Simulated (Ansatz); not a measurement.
# BAs: the cost of one run

Program: Ansatz 0.2.0. Level of theory: DFT PBE, scalar-relativistic, plane waves, PAW. These are calculated values, not measurements.

### Step 1. Starting point

The structure is cubic, space group F-43m (No. 216). Conventional cell: a = 4.777 Å, b = 4.777 Å, c = 4.777 Å, α = 90.00°, β = 90.00°, γ = 90.00°. B (site symmetry -43m) is surrounded by 4 As at 2.07 Å. As (site symmetry -43m) is surrounded by 4 B at 2.07 Å.

Structure file:

```cif
data_structure
_symmetry_space_group_name_H-M 'F-43m'
_symmetry_Int_Tables_number 216
_cell_length_a 4.7770
_cell_length_b 4.7770
_cell_length_c 4.7770
_cell_angle_alpha 90.000
_cell_angle_beta 90.000
_cell_angle_gamma 90.000
_cell_volume 109.01
loop_
_atom_site_label
_atom_site_type_symbol
_atom_site_symmetry_multiplicity
_atom_site_Wyckoff_symbol
_atom_site_fract_x
_atom_site_fract_y
_atom_site_fract_z
_atom_site_occupancy
B1 B 4 a 0.00000 0.00000 0.00000 1
As1 As 4 d 0.25000 0.25000 0.75000 1
```

The cell is taken as given, not relaxed at this level.

### Step 2. The perfect supercell on the trajectory's mesh

Input file input.yaml:

```yaml
crystal:
  lattice:
    - [4.777, 0.0, 4.777]
    - [4.777, 4.777, 0.0]
    - [0.0, 4.777, 4.777]
  atoms:
    - { symbol: B, position: [0.0, 0.0, 0.0] }
    - { symbol: B, position: [0.0, 0.5, 0.0] }
    - { symbol: B, position: [0.5, 0.0, 0.0] }
    - { symbol: B, position: [0.5, 0.5, 0.0] }
    - { symbol: B, position: [0.0, 0.0, 0.5] }
    - { symbol: B, position: [0.0, 0.5, 0.5] }
    - { symbol: B, position: [0.5, 0.0, 0.5] }
    - { symbol: B, position: [0.5, 0.5, 0.5] }
    - { symbol: As, position: [0.375, 0.375, 0.375] }
    - { symbol: As, position: [0.375, 0.875, 0.375] }
    - { symbol: As, position: [0.875, 0.375, 0.375] }
    - { symbol: As, position: [0.875, 0.875, 0.375] }
    - { symbol: As, position: [0.375, 0.375, 0.875] }
    - { symbol: As, position: [0.375, 0.875, 0.875] }
    - { symbol: As, position: [0.875, 0.375, 0.875] }
    - { symbol: As, position: [0.875, 0.875, 0.875] }
  symmetry: { detect: false }
basis:
  ecutwfc: 420
kpoints:
  mp_grid: { grid: [2, 2, 2], shift: [0.5, 0.5, 0.5] }
hamiltonian:
  xc: pbe
scf:
  occupations: { method: gaussian, width: 0.1 }
output:
  forces: true
  stress: true
  eigenvalues: true
```

On the command line:

```bash
$ ansatz run input.yaml --threads 4 --pin off --max-ram 5120MiB --backend cpu --events-out ev --progress --plain --runs-dir out
```

What time and memory should one allow on 4 threads of Intel Xeon Platinum 8488C (Sapphire Rapids), shared host?

About 1.2 s, with a peak of 0.69 GiB.
